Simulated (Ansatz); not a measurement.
BaS built on the wurtzite prototype (no longer in that coordination), relaxed with r2SCAN, was run in the PAW code Ansatz under altered settings. All numbers are computed, without spin polarisation but where a row says otherwise.

```
CELL_PARAMETERS angstrom
5.38186 0.00000 0.00000
-2.69093 4.66082 0.00000
0.00000 0.00000 6.38332
ATOMIC_POSITIONS crystal
Ba 0.33333 0.66667 0.93750
Ba 0.66667 0.33333 0.43750
S 0.33333 0.66667 0.43750
S 0.66667 0.33333 0.93750
```

The base run's other keys:
```yaml
kpoints:
  mp_grid: { grid: [6, 6, 2] }
hamiltonian:
  xc: hse06
scf:
  occupations: { method: fixed }
  n_extra_bands: 5
```

It takes 13 iterations with 3087 plane waves at 420 eV and 14 k points, and leaves a mean stress of -0.08 GPa. The gap over this mesh is 3.483 eV. It ran on 4 threads of Arm Neoverse N1, with other jobs on the host.

Outcomes, with energy and stress as changes against the base:
```tsv
setting	outcome	ΔF (meV/atom)	Δ mean stress (GPa)	gap on the mesh (eV)	iterations	wall time
PBE hybrid, exx coeff 1.0, omega 0.1 1/Å	converged	–	-0.9	7.944	21	83 s
PBE hybrid, exx coeff 0.35, omega 0.2078 1/Å	converged	–	-0.1	3.873	12	61 s
basis.ecutwfc: 600	converged	-0.5	0.0	3.483	14	2.4 min
```
A dash marks a value that wasn't obtained or can't be compared. Stress is positive in compression. The base took 62 s. The base's mesh is coarse for a hybrid, so its own values aren't converged.

- PBE hybrid, exx coeff 1.0, omega 0.1 1/Å. That is 100 % exact exchange, screened with ω = 0.1 1/Å, against HSE06's 25 % screened at 0.208 1/Å. The mean stress moves by -0.9 GPa and the gap on the mesh by +4.460 eV (to 7.944). Totals of different functionals aren't comparable. The program warns that on this mesh the truncation of the exchange isn't bounded, so part of the change can be an error of the mesh.
- PBE hybrid, exx coeff 0.35, omega 0.2078 1/Å. That is 35 % exact exchange, screened with ω = 0.2078 1/Å, against HSE06's 25 % screened at 0.208 1/Å. The mean stress moves by -0.1 GPa and the gap on the mesh by +0.389 eV (to 3.873). Totals of different functionals aren't comparable.

Within 1 meV an atom, 0.1 GPa and 0.005 eV of the base stay: basis.ecutwfc: 600.

The runs are scalar-relativistic, without spin-orbit coupling.

The stress of a hybrid is loosely converged in these runs.

The meshes of the hybrids are coarse, so their gaps aren't converged to the digits shown.
